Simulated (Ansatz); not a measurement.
A crystal relaxed with r2SCAN in the plane-wave code Ansatz has space group F-43m (No. 216) and a = 4.498 Å.

| atom | site | x | y | z |
| --- | --- | --- | --- | --- |
| Ga | 4a | 0.0000 | 0.0000 | 0.0000 |
| Xx | 4d | 0.2500 | 0.2500 | 0.7500 |

The r2SCAN gap is direct at Γ: 2.17 eV. The HSE06 gap is direct at Γ: 3.01 eV. PBE gives a direct gap of 1.76 eV at Γ. Meshes: r2SCAN 10×10×10, HSE06 6×6×6, PBE 10×10×10. r2SCAN's ε∞ is 5.5 in all directions.

Question: Which element is Xx?
A. N
B. As
C. P
D. Bi

Answer: A. Xx is N: GaN built on the zincblende prototype. Ga is surrounded by 4 N at 1.95 Å; N is surrounded by 4 Ga at 1.95 Å.

Spin-unpolarised throughout; all numbers are computed.

The meshes of the hybrids are coarse, so their gaps aren't converged to the digits shown.
